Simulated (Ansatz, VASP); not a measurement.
# Two plane-wave programs on GaP

The input INCAR:

```
SYSTEM = GaP
PREC     = Accurate       ! precision mode
ENCUT    = 520            ! plane-wave cutoff, eV
EDIFF    = 1E-7           ! SCF threshold, eV
ISMEAR   = -1             ! smearing method
SIGMA    = 0.05           ! smearing width, eV
LREAL    = .FALSE.        ! projectors in reciprocal space
LASPH    = .TRUE.         ! aspherical terms in the spheres
NELM     = 60             ! most SCF steps
ALGO     = Normal         ! electronic algorithm
ISIF     = 2              ! what is computed and relaxed
LWAVE    = .FALSE.        ! write WAVECAR
LCHARG   = .FALSE.        ! write CHGCAR
GGA      = PS             ! functional
NBANDS   = 16             ! bands
```

The input KPOINTS:

```
regular mesh
0
G
  8 8 8
  0 0 0
```

The input POSCAR:

```
GaP
1.0
    0.0000000000      2.7432985392      2.7432985392
    2.7432985392      0.0000000000      2.7432985392
    2.7432985392      2.7432985392      0.0000000000
Ga P
1 1
Direct
    0.0000000000      0.0000000000      0.0000000000
    0.7500000000      0.7500000000      0.7500000000
```

The input input.yaml:

```yaml
crystal:
  lattice:
    - [0.0, 2.7432985392, 2.7432985392]
    - [2.7432985392, 0.0, 2.7432985392]
    - [2.7432985392, 2.7432985392, 0.0]
  atoms:
    - { symbol: Ga, position: [0.0, 0.0, 0.0] }
    - { symbol: P, position: [0.75, 0.75, 0.75] }
hamiltonian:
  xc: pbesol
  pseudopotentials: { kind: paw }
kpoints:
  mp_grid: { grid: [8, 8, 8] }
scf:
  occupations: { method: fermi_dirac, width: 0.05 }
output:
  forces: true
  stress: true
  eigenvalues: true
```

Change from the starting cell: volume scaled by 1.02.

Alike in both runs: task single point; functional PBEsol; k mesh 8 × 8 × 8; occupations fermi-dirac, width 0.05 eV; no spin polarisation.

|  | VASP | Ansatz |
| --- | --- | --- |
| version | VASP 6.6.1 | Ansatz 0.2.0 |
| potentials or method | VASP PAW PBE potentials, release 64 (Ga_d, P) | Ansatz PAW |
| plane-wave cutoff (eV) | 520 | 420 |
| valence electrons in the cell | 18 | 18 |

|  | VASP | Ansatz | Ansatz less VASP |
| --- | --- | --- | --- |
| gap on the k mesh at the Fermi level (eV) | 1.53 | 1.52 | -0.002 |
| least direct gap on the mesh (eV) | 1.59 | 1.58 | -0.006 |
| pressure (GPa) | -2.2 | -2.1 | +0.04 |

The functional is the same, so the differences come from potentials, cutoffs and numerics.

Caveats: the PAW data sets were made with another functional, which shifts forces and pressure a little (VASP); the PAW data sets come from PBE, with cores solved anew for the run's functional, which leaves a small shift of forces and pressure (Ansatz). A k mesh can miss the band edges.
